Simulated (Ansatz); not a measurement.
Input and output for Mo (bcc type): DFT, PBE, PAW with Ansatz's default frozen-core files, scalar-relativistic (Ansatz 0.2.0). This run: cell relaxed at zero pressure.

The start is a guessed cell.

Command: `ansatz run input.yaml --threads 1 --pin off --max-ram 3584MiB --backend cpu --events-out ev --progress --plain --runs-dir out` It took 4.1 s on 1 thread of Intel(R) Xeon(R) Platinum 8559C (Emerald Rapids) (shared host), peak memory 0.36 GiB.

```yaml
crystal:
  lattice:
    - [-1.5813925127, 1.5813925127, 1.5813925127]
    - [1.5813925127, -1.5813925127, 1.5813925127]
    - [1.5813925127, 1.5813925127, -1.5813925127]
  atoms:
    - { symbol: Mo, position: [0.0, 0.0, 0.0] }
kpoints:
  mp_grid: { grid: [17, 17, 17] }
scf:
  occupations: { method: fermi_dirac, width: 0.08 }
hamiltonian:
  xc: pbe
  pseudopotentials: { kind: paw }
output:
  forces: true
  stress: true
relax:
  f_tol: 0.005
  max_steps: 40
  cell: {}
```

Output:

```
Engine: ansatz 0.2.0
Pseudopotentials: kind: paw
Pseudopotential: Mo, paw, valence charge 14, recommended cutoff 420 eV (normal), Mo.paw.azcp
Functional definition: PBE
  parameter kappa = 0.804
  parameter beta = 0.06672455060314922
  exchange = pbe_x(kappa = kappa, mu = beta*pi^2/3)
  correlation = pbe_c(beta = beta)
Crystal: 1 atoms, lattice volume = 15.819 Å³
Basis set: ecut = 420 eV, 321 PW (Γ), exchange–correlation on 40×40×40 points (8 copies of the dense FFT grid, shifted against one another)
Bands: 11, of which v1, the nominal top of the filled ones, is band 7 counted from 1 (6 counted from 0)
Symmetry: 48 space group operations
Space group: Im-3m (ITA 229), of the structure as read, at distance tolerance 2.5e-5 Å
k-points: 165 of 4913
Non-local potential: Mo, projectors of the file, l = 0: 3, l = 1: 2, l = 2: 2, l = 3: 1
PAW form: soft (Blöchl's): semilocal exchange-correlation on the pseudo side does not see the compensation charge
PAW one-centre angular grid: Mo, 590 points (default); XC on 64 Gauss nodes
Initial density: superposition of atomic densities (neutral atoms: chi_scale 0, normalization atom), corrected by the library's trained network
Initial wavefunctions: pseudopotential atomic-orbital guess
Functional: x = pbe(κ = 0.804, μ = 0.2195149727645171), c = pbe(β = 0.06672455060314922)
SCF iter   1: F=—  HF=-4956.029549 eV  |F-HF|=—  |Δ(HF+E_count)|=         —  Δρ=3.13e-3  dr2=8.79e-4  ethr=1.77e-3  ⟨swp⟩=5.0  Hψ=10599  notcnv=0
preconditioner: auto → none  [metal: Δε(μ)=0.065 eV  Ē_g=8.230 eV  σ=0.080 eV  W_gap=0.20  n_scr=0 (ndim 8)  ℏωp=22.9 eV  f_vac=0.000  D(μ)=0.53/eV (n_scr^D=0)]
SCF iter   2: F=—  HF=-4956.029448 eV  |F-HF|=—  |Δ(HF+E_count)|=   1.01e-4  Δρ=1.50e-3  dr2=1.39e-4  ethr=6.28e-6  ⟨swp⟩=2.4  Hψ=3912  notcnv=0
SCF iter   3: F=—  HF=-4956.029457 eV  |F-HF|=—  |Δ(HF+E_count)|=   8.98e-6  Δρ=3.47e-4  dr2=1.22e-5  ethr=9.91e-7  ⟨swp⟩=2.0  Hψ=2939  notcnv=0
SCF iter   4: F=—  HF=-4956.029456 eV  |F-HF|=—  |Δ(HF+E_count)|=   4.43e-7  Δρ=5.33e-5  dr2=1.51e-7  ethr=8.69e-8  ⟨swp⟩=2.2  Hψ=2244  notcnv=0
iter 5 did not close the SCF: its close was put off for the readings that it lacked (scf_convergence_deferred on its scf_iter line)
SCF iter   5: F=-4956.029456 eV  HF=-4956.029457 eV  |F-HF|=3.14e-8  |Δ(HF+E_count)|=   3.14e-8  Δρ=2.58e-5  dr2=4.18e-8  ethr=1.08e-9  ⟨swp⟩=2.0  Hψ=2975  notcnv=0
SCF iter   6: F=-4956.029456 eV  HF=-4956.029456 eV  |F-HF|=2.99e-9  |Δ(HF+E_count)|=   1.63e-8  Δρ=8.82e-6  dr2=4.23e-9  ethr=2.99e-10  ⟨swp⟩=2.0  Hψ=6191  notcnv=0
SCF 1 converged in 6 iterations: F = -4956.029456 eV  dr2 = 4.23e-9
  greatest PAW one-centre occupation: 0.998 electrons in one spin orbital (limit 2), on the Mo atom at site 0 (counted from 0), in its partial waves of l = 0
relax step   1: F+E_penalty+E_count = -4956.02945649 eV  Δ(F+E_penalty+E_count) = +0.000e0 eV  max|allowed force component| = 0.000e0 eV/Å  Δτ_max = 0.0000 Å  P = -0.365 GPa  Ω = 15.819 Å³  (6 SCF iters, dr2 threshold 1.00e-7 eV, accepted)
Crystal: 1 atoms, lattice volume = 15.752 Å³
Initial density: handed on by an earlier stage of this run
Initial wavefunctions: those handed on with the density
iter 1 solved again at ethr=3.17e-8 eV; its pass at ethr=3.10e-3 eV (dr2=4.44e-6 eV) is discarded
SCF iter   1: F=—  HF=-4956.029395 eV  |F-HF|=—  |Δ(HF+E_count)|=         —  Δρ=2.45e-4  dr2=3.45e-6  ethr=3.17e-8  ⟨swp⟩=2.2  Hψ=12631  notcnv=0
preconditioner: auto → none  [metal: Δε(μ)=0.060 eV  Ē_g=8.263 eV  σ=0.080 eV  W_gap=0.18  n_scr=0 (ndim 8)  ℏωp=22.9 eV  f_vac=0.000  D(μ)=0.53/eV (n_scr^D=0)]
SCF iter   2: F=—  HF=-4956.029396 eV  |F-HF|=—  |Δ(HF+E_count)|=   1.26e-6  Δρ=1.26e-4  dr2=8.20e-7  ethr=2.47e-8  ⟨swp⟩=1.0  Hψ=1815  notcnv=0
SCF iter   3: F=-4956.029397 eV  HF=-4956.029397 eV  |F-HF|=4.09e-8  |Δ(HF+E_count)|=   5.54e-7  Δρ=1.82e-5  dr2=4.95e-8  ethr=7.14e-10  ⟨swp⟩=2.3  Hψ=6525  notcnv=0
SCF 2 converged in 3 iterations: F = -4956.029397 eV  dr2 = 4.95e-8
relax step   2: F+E_penalty+E_count = -4956.02939656 eV  Δ(F+E_penalty+E_count) = +5.993e-5 eV  max|allowed force component| = 0.000e0 eV/Å  Δτ_max = 0.0000 Å  P = +0.750 GPa  Ω = 15.752 Å³  energy of the carried Pulay correction = +1.984e-5 eV  (3 SCF iters, dr2 threshold 1.00e-7 eV, rejected (line search))
Crystal: 1 atoms, lattice volume = 15.797 Å³
iter 1 solved again at ethr=1.41e-8 eV; its pass at ethr=3.10e-3 eV (dr2=1.97e-6 eV) is discarded
SCF iter   1: F=—  HF=-4956.029488 eV  |F-HF|=—  |Δ(HF+E_count)|=         —  Δρ=1.63e-4  dr2=1.44e-6  ethr=1.41e-8  ⟨swp⟩=2.2  Hψ=12644  notcnv=0
preconditioner: auto → none  [metal: Δε(μ)=0.063 eV  Ē_g=8.238 eV  σ=0.080 eV  W_gap=0.19  n_scr=0 (ndim 8)  ℏωp=22.9 eV  f_vac=0.000  D(μ)=0.53/eV (n_scr^D=0)]
SCF iter   2: F=—  HF=-4956.029488 eV  |F-HF|=—  |Δ(HF+E_count)|=   5.00e-7  Δρ=8.23e-5  dr2=3.53e-7  ethr=1.03e-8  ⟨swp⟩=1.0  Hψ=1815  notcnv=0
SCF iter   3: F=—  HF=-4956.029488 eV  |F-HF|=—  |Δ(HF+E_count)|=   2.33e-7  Δρ=4.09e-6  dr2=1.34e-9  ethr=2.52e-9  ⟨swp⟩=1.3  Hψ=2070  notcnv=0
SCF iter   4: F=—  HF=-4956.029488 eV  |F-HF|=—  |Δ(HF+E_count)|=  3.17e-10  Δρ=1.50e-6  dr2=2.91e-10  ethr=9.59e-12  ⟨swp⟩=2.0  Hψ=2985  notcnv=0
SCF iter   5: F=—  HF=-4956.029488 eV  |F-HF|=—  |Δ(HF+E_count)|=  8.55e-11  Δρ=3.78e-7  dr2=1.77e-11  ethr=2.08e-12  ⟨swp⟩=2.2  Hψ=2339  notcnv=0
SCF iter   6: F=-4956.029488 eV  HF=-4956.029488 eV  |F-HF|=0.00e0  |Δ(HF+E_count)|=  5.46e-12  Δρ=2.91e-8  dr2=9.07e-14  ethr=1.00e-12  ⟨swp⟩=5.0  Hψ=6493  notcnv=0
SCF 3 converged in 6 iterations: F = -4956.029488 eV  dr2 = 9.07e-14
relax step   3: F+E_penalty+E_count = -4956.02948833 eV  Δ(F+E_penalty+E_count) = -3.185e-5 eV  max|allowed force component| = 0.000e0 eV/Å  Δτ_max = 0.0000 Å  P = -0.002 GPa  Ω = 15.797 Å³  energy of the carried Pulay correction = +6.504e-6 eV  (6 SCF iters, accepted)
Initial wavefunctions: pseudopotential atomic-orbital guess (no wavefunctions were taken with the density)
iter 1 solved again at ethr=2.13e-8 eV; its pass at ethr=3.10e-3 eV (dr2=2.99e-6 eV) is discarded
SCF iter   1: F=—  HF=-4956.029482 eV  |F-HF|=—  |Δ(HF+E_count)|=         —  Δρ=3.68e-6  dr2=2.86e-10  ethr=2.13e-8  ⟨swp⟩=3.1  Hψ=16030  notcnv=0
SCF iter   2: F=—  HF=-4956.029481 eV  |F-HF|=—  |Δ(HF+E_count)|=   8.22e-7  Δρ=1.95e-6  dr2=7.99e-11  ethr=2.04e-12  ⟨swp⟩=2.4  Hψ=3155  notcnv=0
SCF iter   3: F=-4956.029481 eV  HF=-4956.029481 eV  |F-HF|=9.09e-13  |Δ(HF+E_count)|=  4.46e-11  Δρ=2.56e-7  dr2=2.74e-12  ethr=1.00e-12  ⟨swp⟩=3.4  Hψ=7831  notcnv=0
SCF 4 converged in 3 iterations: F = -4956.029481 eV  dr2 = 2.74e-12
relax step   4: F+E_penalty+E_count = -4956.02948069 eV  Δ(F+E_penalty+E_count) = +7.649e-6 eV  max|allowed force component| = 0.000e0 eV/Å  Δτ_max = 0.0000 Å  P = -0.002 GPa  Ω = 15.797 Å³  stress off target by 1.76e-3 GPa  SCF on the basis re-selected at this cell (its energy is not comparable with the rows above)  (3 SCF iters)
basis re-selected at this cell: Δ(F+E_penalty+E_count) = +7.649e-6 eV, ΔP = +0.000 GPa vs the last step (what re-selecting the basis moved, of the pressure what is left beyond the Pulay correction that the steps carried, after the strain that the cell walked since its last selection, with what the two solves' SCF thresholds leave and, on support functions, any second-order correction that the steps lacked; it is no measure of the basis error at this ecutwfc). This SCF's stress stands 1.76e-3 GPa from its target on what of the cell is left free (relax.cell.stress_tol is 5.00e-2 GPa) and its largest allowed force component is 0.00e0 eV/Å (relax.f_tol is 5.00e-3 eV/Å): within both
SCF converged after 3 iterations
Free energy (F): -4956.029481 eV
Harris-Foulkes:  -4956.029481 eV  (|F-HF|=9.09e-13)
Internal energy: -4956.017514 eV  (E = F + TS)
E sigma→0 (E₀):  -4956.023497 eV
Entropy (-TS):   -0.011967 eV (-11.967 meV/atom)
Fermi energy:    20.872293 eV
--- Per-component energies (eV) ---
  E_band       = -58.359759
  E_kinetic    = 440.565993
  E_local      = -791.263881  (includes V_loc(G=0)·N_el)
  E_nonlocal   = 142.512690
  E_hartree    = 261.315517
  E_xc         = -183.479932
  E_vxc        = -228.996445  (∫ρ·V_xc dr)
  E_paw        = -3201.163809  (= ΣΔE_a)
  E_vpaw       = -143.809205  (= ΣTr[D̂ρ^β])
  E_aug_tail   = 0.000042  (compensation charges beyond the density's cutoff)
  E_ewald      = -1624.504134
  E_smearing   = -0.011967  (= −TS)
  E_closure    = 0.000000  (closes the sum)
  Σ components = -4956.029481   (vs F -4956.029481, Δ=0.00e0)
--- Forces (eV/Å), atoms counted from 1 ---
  atom   1  Mo    -0.00000000     0.00000000     0.00000000
  max |Σ_I F_I| component: 8.63e-32 eV/Å
--- Stress (GPa, compression-positive) ---
       -0.001764       0.000000      -0.000000
        0.000000      -0.001764      -0.000000
        0.000000       0.000000      -0.001764
  P = ⅓ Tr σ = -0.0018 GPa (-0.018 kbar)
--- Relaxed structure (3 steps of the walk, 2 accepted, 1 SCFs on fresh bases) ---
  F+E_penalty+E_count = -4956.02948069 eV   max|allowed force component| = 0.000e0 eV/Å   (the final SCF, on the basis selected at the relaxed cell)
  cell:  # Å, volume = 15.7969 Å³
    - [-1.580654582165771, 1.580654582165771, 1.580654582165771]
    - [1.580654582165771, -1.580654582165771, 1.580654582165771]
    - [1.580654582165771, 1.580654582165771, -1.580654582165771]
  atoms:
    - { symbol: Mo, position: [0.0, 0.0, 0.0] }
```

Next run (bcc relaxed under pressure), as changes to the input before:

```diff
   lattice:
-    - [-1.5813925127, 1.5813925127, 1.5813925127]
-    - [1.5813925127, -1.5813925127, 1.5813925127]
-    - [1.5813925127, 1.5813925127, -1.5813925127]
+    - [-1.5832846279, 1.5832846279, 1.5832846279]
+    - [1.5832846279, -1.5832846279, 1.5832846279]
+    - [1.5832846279, 1.5832846279, -1.5832846279]
   atoms:
   stress: true
+  eigenvalues: true
+  write_density: true
+  write_potential: true
+  elf: true
+  volumetric_format: npy
 relax:
   max_steps: 40
-  cell: {}
+  cell: { p_target: -1.3, stress_tol: 0.03 }
```

Results part of the output:

```
basis re-selected at this cell: Δ(F+E_penalty+E_count) = -1.381e-9 eV, ΔP = +0.001 GPa vs the last step (what re-selecting the basis moved, of the pressure what is left beyond the Pulay correction that the steps carried, after the strain that the cell walked since its last selection, with what the two solves' SCF thresholds leave and, on support functions, any second-order correction that the steps lacked; it is no measure of the basis error at this ecutwfc). This SCF's stress stands 1.68e-2 GPa from its target on what of the cell is left free (relax.cell.stress_tol is 3.00e-2 GPa) and its largest allowed force component is 0.00e0 eV/Å (relax.f_tol is 5.00e-3 eV/Å): within both
SCF converged after 4 iterations
Free energy (F): -4956.029165 eV
Harris-Foulkes:  -4956.029165 eV  (|F-HF|=9.09e-13)
Internal energy: -4956.017178 eV  (E = F + TS)
E sigma→0 (E₀):  -4956.023172 eV
Entropy (-TS):   -0.011987 eV (-11.987 meV/atom)
Fermi energy:    20.749348 eV
--- Per-component energies (eV) ---
  E_band       = -59.984693
  E_kinetic    = 440.344365
  E_local      = -794.845885  (includes V_loc(G=0)·N_el)
  E_nonlocal   = 142.482968
  E_hartree    = 262.352397
  E_xc         = -183.404524
  E_vxc        = -228.894170  (∫ρ·V_xc dr)
  E_paw        = -3201.140925  (= ΣΔE_a)
  E_vpaw       = -143.776820  (= ΣTr[D̂ρ^β])
  E_aug_tail   = 0.000043  (compensation charges beyond the density's cutoff)
  E_ewald      = -1621.805617
  E_smearing   = -0.011987  (= −TS)
  E_closure    = 0.000000  (closes the sum)
  Σ components = -4956.029165   (vs F -4956.029165, Δ=0.00e0)
--- Forces (eV/Å), atoms counted from 1 ---
  atom   1  Mo     0.00000000    -0.00000000    -0.00000000
  max |Σ_I F_I| component: 6.16e-32 eV/Å
--- Stress (GPa, compression-positive) ---
       -1.283236       0.000000       0.000000
        0.000000      -1.283236      -0.000000
        0.000000       0.000000      -1.283236
  P = ⅓ Tr σ = -1.2832 GPa (-12.832 kbar)
--- Band table (eV; the first three rows and the last of 165) ---
  k-point 0: bands = ["-40.5601", "-13.8541", "-13.8541", "-13.8541", "13.5511", "19.3887", "19.3887", "19.3887", "22.3548", "22.3548", "35.3998"]
  k-point 1: bands = ["-40.5519", "-13.9022", "-13.8690", "-13.8544", "13.7018", "19.3043", "19.3753", "19.5295", "22.2304", "22.3573", "35.5106"]
  k-point 2: bands = ["-40.5283", "-14.0388", "-13.9114", "-13.8554", "14.1298", "19.0717", "19.3143", "19.9455", "21.9657", "22.3707", "35.7651"]
  k-point 164: bands = ["-40.1398", "-14.7749", "-14.7662", "-14.7662", "15.4493", "15.4748", "24.3869", "24.3869", "24.5463", "29.4394", "29.9640"]
--- Relaxed structure (1 steps of the walk, 1 accepted, 1 SCFs on fresh bases) ---
  F+E_penalty+E_count = -4956.02916539 eV   max|allowed force component| = 0.000e0 eV/Å   (the final SCF, on the basis selected at the relaxed cell)
  cell:  # Å, volume = 15.8758 Å³
    - [-1.5832846279, 1.5832846279, 1.5832846279]
    - [1.5832846279, -1.5832846279, 1.5832846279]
    - [1.5832846279, 1.5832846279, -1.5832846279]
  atoms:
    - { symbol: Mo, position: [0.0, 0.0, 0.0] }
```

Next run (hcp relaxed under pressure), as changes to the input before:

```diff
   lattice:
-    - [-1.5832846279, 1.5832846279, 1.5832846279]
-    - [1.5832846279, -1.5832846279, 1.5832846279]
-    - [1.5832846279, 1.5832846279, -1.5832846279]
+    - [2.8286145792, 0.0, 0.0]
+    - [-1.4143072896, 2.4496520831, 0.0]
+    - [0.0, 0.0, 4.5823556184]
   atoms:
-    - { symbol: Mo, position: [0.0, 0.0, 0.0] }
+    - { symbol: Mo, position: [0.3333333333, 0.6666666667, 0.25] }
+    - { symbol: Mo, position: [0.6666666667, 0.3333333333, 0.75] }
 kpoints:
-  mp_grid: { grid: [17, 17, 17] }
+  mp_grid: { grid: [16, 16, 9] }
 scf:
   eigenvalues: true
-  write_density: true
-  write_potential: true
-  elf: true
-  volumetric_format: npy
 relax:
```

Command: `ansatz run input.yaml --threads 1 --pin off --max-ram 3584MiB --backend cpu --events-out ev --progress --plain --runs-dir out` It took 20 s on 1 thread of Intel(R) Xeon(R) Platinum 8559C (Emerald Rapids) (shared host), peak memory 0.43 GiB.

Results part of the output:

```
basis re-selected at this cell: Δ(F+E_penalty+E_count) = -2.493e-4 eV, ΔP = +0.008 GPa vs the last step (what re-selecting the basis moved, of the pressure what is left beyond the Pulay correction that the steps carried, after the strain that the cell walked since its last selection, with what the two solves' SCF thresholds leave and, on support functions, any second-order correction that the steps lacked; it is no measure of the basis error at this ecutwfc). The dense FFT grid was sized anew with the basis: this SCF ran on 20×20×36 points, the steps before it on 20×20×32, so part of this shift can come from that change (see relax.cell in the input reference). This SCF's stress stands 1.40e-2 GPa from its target on what of the cell is left free (relax.cell.stress_tol is 3.00e-2 GPa) and its largest allowed force component is 1.85e-17 eV/Å (relax.f_tol is 5.00e-3 eV/Å): within both
SCF converged after 9 iterations
Free energy (F): -9911.195061 eV
Harris-Foulkes:  -9911.195061 eV  (|F-HF|=5.46e-12)
Internal energy: -9911.140955 eV  (E = F + TS)
E sigma→0 (E₀):  -9911.168008 eV
Entropy (-TS):   -0.054106 eV (-27.053 meV/atom)
Fermi energy:    19.952438 eV
--- Per-component energies (eV) ---
  E_band       = -129.684223
  E_kinetic    = 881.109843
  E_local      = -1631.278978  (includes V_loc(G=0)·N_el)
  E_nonlocal   = 286.321294
  E_hartree    = 539.689885
  E_xc         = -366.302932
  E_vxc        = -457.116020  (∫ρ·V_xc dr)
  E_paw        = -6402.664811  (= ΣΔE_a)
  E_vpaw       = -288.100216  (= ΣTr[D̂ρ^β])
  E_aug_tail   = 0.000084  (compensation charges beyond the density's cutoff)
  E_ewald      = -3218.015340
  E_smearing   = -0.054106  (= −TS)
  E_closure    = 0.000000  (closes the sum)
  Σ components = -9911.195061   (vs F -9911.195061, Δ=0.00e0)
--- Forces (eV/Å), atoms counted from 1 ---
  atom   1  Mo     0.00000000     0.00000000     0.00000000
  atom   2  Mo     0.00000000    -0.00000000     0.00000000
  max |Σ_I F_I| component: 0.00e0 eV/Å
--- Stress (GPa, compression-positive) ---
       -1.295174       0.000000       0.000000
        0.000000      -1.295174       0.000000
        0.000000       0.000000      -1.285982
  P = ⅓ Tr σ = -1.2921 GPa (-12.921 kbar)
--- Band table (eV; the first three rows and the last of 150) ---
  k-point 0: bands = ["-40.9060", "-40.7546", "-15.4488", "-14.4251", "-14.2618", "-14.2618", "-14.1597", "-14.1597", "13.1520", "15.2720", "18.2597", "19.3146", "19.3146", "19.8044", "19.8044", "20.5283", "21.3841", "21.3841"]
  k-point 1: bands = ["-40.9015", "-40.7592", "-15.4195", "-14.4577", "-14.2587", "-14.2587", "-14.1628", "-14.1628", "13.2627", "15.2823", "18.2183", "19.2986", "19.2986", "19.7647", "19.7647", "20.2477", "21.4785", "21.4785"]
  k-point 2: bands = ["-40.8885", "-40.7725", "-15.3346", "-14.5509", "-14.2499", "-14.2499", "-14.1717", "-14.1717", "13.5801", "15.2940", "18.1134", "19.2703", "19.2703", "19.5686", "19.6602", "19.6602", "21.7325", "21.7325"]
  k-point 149: bands = ["-40.6112", "-40.6092", "-15.2400", "-15.2376", "-15.0517", "-15.0144", "-14.5909", "-14.5797", "16.7709", "16.8411", "17.4425", "17.6079", "18.7518", "18.8453", "20.2724", "20.5296", "23.2600", "23.4216"]
--- Relaxed structure (7 steps of the walk, 7 accepted, 1 SCFs on fresh bases) ---
  F+E_penalty+E_count = -9911.19506069 eV   max|allowed force component| = 1.850e-17 eV/Å   (the final SCF, on the basis selected at the relaxed cell)
  cell:  # Å, volume = 32.4032 Å³
    - [2.761924253887681, 1.1469223375178366e-34, 0.0]
    - [-1.3809621269438406, 2.3918965671951136, 0.0]
    - [0.0, 0.0, 4.90494061794136]
  atoms:
    - { symbol: Mo, position: [0.33333333333333337, 0.6666666666666667, 0.25] }
    - { symbol: Mo, position: [0.6666666666666667, 0.33333333333333337, 0.75] }
```
